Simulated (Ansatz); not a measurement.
**Smearing, entropy and the zero-width energy in GeSbTe3**

These are results of Ansatz 0.2.0, DFT PBEsol, scalar-relativistic, plane waves, PAW, not measurements.

```
CELL_PARAMETERS angstrom
2.10348 1.21444 9.87146
-2.10348 1.21444 9.87146
0.00000 -2.42889 9.87146
ATOMIC_POSITIONS crystal
Ge 0.59782 0.59782 0.59782
Sb 0.39770 0.39770 0.39770
Te 0.99836 0.99836 0.99836
Te 0.79258 0.79258 0.79258
Te 0.21354 0.21354 0.21354
```

| Item | Value |
| --- | --- |
| plane-wave cutoff | 420 eV |
| Γ-centred k-mesh | 12×12×12 |
| spin treatment | unpolarised |

The same metal under several smearings of width σ, on one mesh. F is the free energy, TS the smearing's entropy term for the cell of 5 atoms, and E = F + TS. Gaussian occupations are ½ erfc[(ε − μ)/σ], and N counts both spins. Spin–orbit coupling is left out, which shifts the bands of heavy elements.

| rule | σ (eV) | F − F(narrowest) (meV/atom) | TS (meV/cell) |
| --- | --- | --- | --- |
| Fermi–Dirac | 0.05 | -2.348 | 26.471 |
| Fermi–Dirac | 0.3 | -74.461 | 659.707 |
| Gaussian | 0.01 | 0.000 | 0.101 |
| Gaussian | 0.05 | -0.239 | 2.836 |
| Gaussian | 0.1 | -1.290 | 15.513 |
| Gaussian | 0.2 | -6.200 | 64.983 |

Problem. For a density of states N (both spins) that is flat over the smeared range, TS = Nσ²/2 (Gaussian) and (π²/3)Nσ² (Fermi–Dirac). What N does each run give?

Solution.
| rule | σ (eV) | N (states/eV a cell) |
| --- | --- | --- |
| Fermi–Dirac | 0.05 | 3.22 |
| Fermi–Dirac | 0.3 | 2.23 |
| Gaussian | 0.01 | 2.02 |
| Gaussian | 0.05 | 2.27 |
| Gaussian | 0.1 | 3.10 |
| Gaussian | 0.2 | 3.25 |

Equal entropy needs σ_Gauss = π√(2/3) σ_FD = 2.57 σ_FD, so a Fermi–Dirac width acts like a Gaussian one 2.57 times as large. At moderate widths N lies between 2.27 and 3.25. The drift shows structure in the density of states within the smeared window (a rise with width points to a dip at the Fermi level, a fall to a peak or a steep flank), or a mesh too coarse for the narrower widths. At the narrowest widths only the few mesh levels within σ of μ count, so N can scatter there.

Problem. To second order F = E0 − TS/2 and E = E0 + TS/2. How well does E0 = (E + F)/2 undo the smearing?

Solution.
| rule | σ (eV) | F − E0(narrowest) (meV/atom) | (E + F)/2 − E0(narrowest) (meV/atom) |
| --- | --- | --- | --- |
| Fermi–Dirac | 0.05 | -2.36 | 0.29 |
| Fermi–Dirac | 0.3 | -74.47 | -8.50 |
| Gaussian | 0.01 | -0.01 | 0.00 |
| Gaussian | 0.05 | -0.25 | 0.03 |
| Gaussian | 0.1 | -1.30 | 0.25 |
| Gaussian | 0.2 | -6.21 | 0.29 |

At Gaussian 0.2 eV the free energy is off by -6.21 meV/atom and the mean by 0.29. What remains is of order σ⁴ plus the mesh error of the narrowest run, which is no exact reference. Forces and stress are derivatives of F, not of E0, so they keep the σ² error.

Averaging E and F removes most of the smearing error in every run, but at Fermi–Dirac 0.3 eV -8.50 meV/atom remains, so the second-order expansion no longer suffices there. The residuals at Gaussian 0.1 and 0.2 eV, 0.25 and 0.29 meV/atom, are nearly equal, whereas a quartic error would grow steeply. This suggests a common offset from the narrowest run rather than a failing expansion.

The metallic character follows from electron counting. With Ge(II), Sb(III) and telluride ions, the cell is one electron short of a filled valence shell, as if half the Sb in Sb2Te3 were replaced by Ge. The Fermi level should therefore lie in the upper, mainly Te p valence band. The broadest Fermi–Dirac window probably reaches past the top of that band into a region of few states, which would explain its lower apparent N and the breakdown of the flat-band picture. Whether defects or Ge/Sb disorder would compensate these holes in a real sample is not tested.
